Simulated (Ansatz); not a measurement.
Set up this calculation in Ansatz 0.2.0, as the native input.

```
Task                : single point
Functional          : PBE
Potentials or basis : Ansatz PAW
Cutoff              : 420 eV (not typed: the program's choice for these potentials)
k mesh              : 10 × 10 × 10
Occupations         : gaussian, width 0.024 eV
Spin                : no spin polarisation
```

The system is AlN.

```
Al N
1.0
     0.00000    2.18399    2.18399
     2.18399    0.00000    2.18399
     2.18399    2.18399    0.00000
Al N
1 1
Direct
  0.00000 0.00000 0.00000
  0.25000 0.25000 0.25000
```

Measurements of this composition are mostly on another form, of space group No. 186.

One way to write it, as run:

input.yaml

```yaml
crystal:
  lattice:
    - [0.0, 2.1839935596, 2.1839935596]
    - [2.1839935596, 0.0, 2.1839935596]
    - [2.1839935596, 2.1839935596, 0.0]
  atoms:
    - { symbol: Al, position: [0.0, 0.0, 0.0] }
    - { symbol: "N", position: [0.25, 0.25, 0.25] }
hamiltonian:
  xc: pbe
  pseudopotentials: { kind: paw }
kpoints:
  mp_grid: { grid: [10, 10, 10] }
scf:
  occupations: { method: gaussian, width: 0.024 }
output:
  forces: true
  stress: true
  eigenvalues: true
```

Potentials or basis: Ansatz PAW.

The run is started by

```console
$ ansatz run input.yaml --threads 2 --pin off --max-ram 5632MiB --backend cpu --events-out ev --progress --plain --runs-dir out
```

Results of the run:

| Quantity | Value |
| --- | --- |
| Pressure | 4.9 GPa |
| Band gap on the k mesh | 3.33 eV, indirect (least direct gap 4.19 eV) |

Caveat: the pressure holds a Pulay correction of +0.5 GPa for the finite cutoff.

It took 1.3 s on 2 threads of Intel(R) Xeon(R) Processor @ 2.50GHz (Skylake/Cascade Lake), with other jobs on the host, peak memory 0.29 GiB.
